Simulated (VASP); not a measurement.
Hf under changes of volume

One of the cells (22.320 Å³/atom); the others are scaled copies at fixed shape and fractional positions:

```
CELL_PARAMETERS angstrom
0.00000 2.23470 2.23470
2.23470 0.00000 2.23470
2.23470 2.23470 0.00000
ATOMIC_POSITIONS crystal
Hf 0.00000 0.00000 0.00000
```

This isn't the form of Hf at room conditions, which is hcp.

```yaml
Program: VASP 6.6.1
Functional: PBEsol
Potentials_or_basis: VASP PAW PBE potentials, release 64 (Hf_pv)
Cutoff: 520 eV
k_mesh: 10 × 10 × 10
Occupations: fermi-dirac, width 0.05 eV
Spin: no spin polarisation
```

```tsv
volume (Å³/atom)	energy over the lowest point (meV/atom)	pressure (GPa)
20.569	14.34	5.3
21.007	3.62	2.6
21.444	0.00	0.1
22.320	11.49	-4.1
22.757	25.38	-5.9
23.195	?	?
```

What does the run at 23.195 Å³/atom give?

Energy over the lowest point 43.96 meV/atom; pressure -7.5 GPa.

Worked out: A Birch-Murnaghan fit of order 3 (a polynomial in V^(-2/3)) to the other rows has its minimum at 21.46 Å³/atom with B0 = V·E''(V) = 115 GPa and B' = 3.9. It gives 44.08 meV/atom at 23.195 Å³/atom, against the run's 43.96, and -dE/dV = -7.7 GPa, against -7.5.

Energies are extrapolated to zero smearing.

Caveats: the PAW data sets were made with another functional, which shifts forces and pressure a little.
